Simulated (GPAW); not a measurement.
WC (Qusongite):

```
CELL_PARAMETERS angstrom
2.90650 0.00000 0.00000
-1.45325 2.51710 0.00000
0.00000 0.00000 2.83660
ATOMIC_POSITIONS crystal
W 0.00000 0.00000 0.00000
C 0.66667 0.33333 0.50000
```

| Quantity | Value |
| --- | --- |
| Program | GPAW 26.7.0 |
| Task | relaxation of cell and atoms |
| Functional | BLYP |
| Potentials or basis | PAW data sets generated in the run's folder for this functional |
| Cutoff | 800 eV |
| Basis | pw |
| k mesh | 10 × 10 × 9 |
| Occupations | fermi-dirac, width 0.05 eV |
| Spin | no spin polarisation |

At the start: pressure 16.0 GPa; volume 10.38 Å³/atom.

Task: Where does the relaxation end?

Result: Over 18 steps the energy falls by 22.4 meV/atom and the volume is 10.82 Å³/atom (+4.3 %); space group P-6m2 (No. 187, to 0.05 Å).

The path:
```tsv
step	energy change (eV)	largest force (eV/Å)	pressure (GPa)	volume (Å³)
1	0.0000	0.0000	16.03	20.75
2	-0.0267	0.0000	9.69	21.08
3	-0.0443	0.0000	0.31	21.61
4	-0.0340	0.0000	-7.49	22.13
5	-0.0358	0.0000	-6.86	22.09
6	-0.0389	0.0000	-5.64	22.00
7	-0.0421	0.0000	-3.91	21.89
8	-0.0443	0.0000	-1.79	21.76
9	-0.0447	0.0000	0.54	21.61
10	-0.0447	0.0000	0.53	21.61
11	-0.0447	0.0000	0.50	21.61
12	-0.0447	0.0000	0.46	21.62
13	-0.0447	0.0000	0.42	21.62
14	-0.0447	0.0000	0.36	21.62
15	-0.0448	0.0000	0.29	21.63
16	-0.0448	0.0000	0.22	21.63
17	-0.0448	0.0000	0.13	21.64
18	-0.0448	0.0000	0.04	21.64
```

Final structure:
```
W C
1.0
     2.95374    0.00000    0.00000
    -1.47687    2.55802    0.00000
     0.00000    0.00000    2.86428
W C
1 1
Direct
  0.00000 0.00000 0.00000
  0.66667 0.33333 0.50000
```

Caveat: later steps reuse the first step's grids.
